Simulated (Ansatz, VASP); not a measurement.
## Two plane-wave programs on SnSe

```
Sn Se
1.0
     0.00000    2.94842    2.94842
     2.94842    0.00000    2.94842
     2.94842    2.94842    0.00000
Sn Se
1 1
Direct
  0.00000 0.00000 0.00000
  0.50000 0.50000 0.50000
```

Alike in both runs: functional LDA; k mesh 10 × 10 × 10; occupations gaussian, width 0.02 eV; no spin polarisation.

Ansatz relaxed the structure, and its values are those at the end. VASP's run is a single point on that final structure, the one shown.

```csv
,VASP,Ansatz
version,VASP 6.6.1,Ansatz 0.2.0
potentials or method,"VASP PAW LDA potentials, release 64 (Sn_d, Se)","scalar-relativistic, plane waves, PAW"
plane-wave cutoff (eV),520,420
valence electrons in the cell,20,30
```

|  | VASP | Ansatz | Ansatz less VASP |
| --- | --- | --- | --- |
| gap on the k mesh at the Fermi level (eV) | 0.43 | 0.44 | +0.012 |
| least direct gap on the mesh (eV) | 0.57 | 0.58 | +0.006 |
| pressure (GPa) | 0.1 | 0.0 | -0.13 |

The two sets of potentials don't hold the same shells in valence.

Caveats: spin-orbit coupling is left out, which moves the levels of the heavy elements. A k mesh can miss the band edges.
